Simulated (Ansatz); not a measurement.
# Si: the cost of one run

Computed with Ansatz 0.2.0 (DFT PBEsol, scalar-relativistic, plane waves, PAW, unless a step's input says otherwise).

74 further runs of the same task are left out: 74 set aside as unsound or not needed.

**1. Starting point**

Symmetry: Ia-3, No. 206, cubic system. The conventional cell has a = 6.600 Å, b = 6.600 Å, c = 6.600 Å, α = 90.00°, β = 90.00°, γ = 90.00°. Si (site symmetry 3) has 4 Si at 2.34 to 2.37 Å as nearest neighbours.

Coordinates:

```
Si
1.0
    -3.29978    3.29978    3.29978
     3.29978   -3.29978    3.29978
     3.29978    3.29978   -3.29978
Si
8
Cartesian
  0.6758 0.6758 0.6758
  -0.6758 2.6240 0.6758
  0.6758 -0.6758 2.6240
  2.6240 0.6758 -0.6758
  2.6240 2.6240 2.6240
  0.6758 3.9756 -0.6758
  -0.6758 0.6758 3.9756
  3.9756 -0.6758 0.6758
```

This cell was relaxed beforehand with the same method: volume 17.96 Å³/atom, gap on the mesh none (metal).

**2. The scan**

The energy is mapped over volume and the cell's shape.

The axes are (1) volume per atom: 11 values from 16.528 to 19.402 Å³; (2) c/a of the conventional cell: 11 values from 0.886 to 1.128.

Nothing else is relaxed (fractional coordinates fixed). Energies count from the relaxed crystal. Points are written as (first, second).

**3. The run at (16.528 Å³, 0.930)**

The input, input.yaml:

```yaml
crystal:
  lattice:
    - [-3.2876934889, 3.2876934889, 3.0582124834]
    - [3.2876934889, -3.2876934889, 3.0582124834]
    - [3.2876934889, 3.2876934889, -3.0582124834]
  atoms:
    - { symbol: Si, position: [0.2047947401, 0.2047947401, 0.2047947401] }
    - { symbol: Si, position: [0.5, 0.0, 0.2952052599] }
    - { symbol: Si, position: [0.2952052599, 0.5, 0.0] }
    - { symbol: Si, position: [0.0, 0.2952052599, 0.5] }
    - { symbol: Si, position: [0.7952052599, 0.7952052599, 0.7952052599] }
    - { symbol: Si, position: [0.5, 0.0, 0.7047947401] }
    - { symbol: Si, position: [0.7047947401, 0.5, 0.0] }
    - { symbol: Si, position: [0.0, 0.7047947401, 0.5] }
basis:
  ecutwfc: 420
kpoints:
  mp_grid: { grid: [10, 10, 10] }
hamiltonian:
  xc: pbesol
  pseudopotentials: { kind: paw, azcp: { folder: soft_1 } }
scf:
  occupations: { method: gaussian, width: 0.15 }
output:
  forces: true
  stress: true
  eigenvalues: true
  write_density: true
  write_potential: true
  elf: true
  volumetric_format: npy
```

Run with:

```console
> ansatz run input.yaml --threads 4 --pin off --max-ram 8192MiB --backend cpu --events-out ev --progress --plain --runs-dir out
```

**Question.** How long does this run take on 4 threads of AMD EPYC 9R45 (Zen 5), shared host, and how much memory does it need?

About 3.3 s, with a peak of 0.73 GiB.
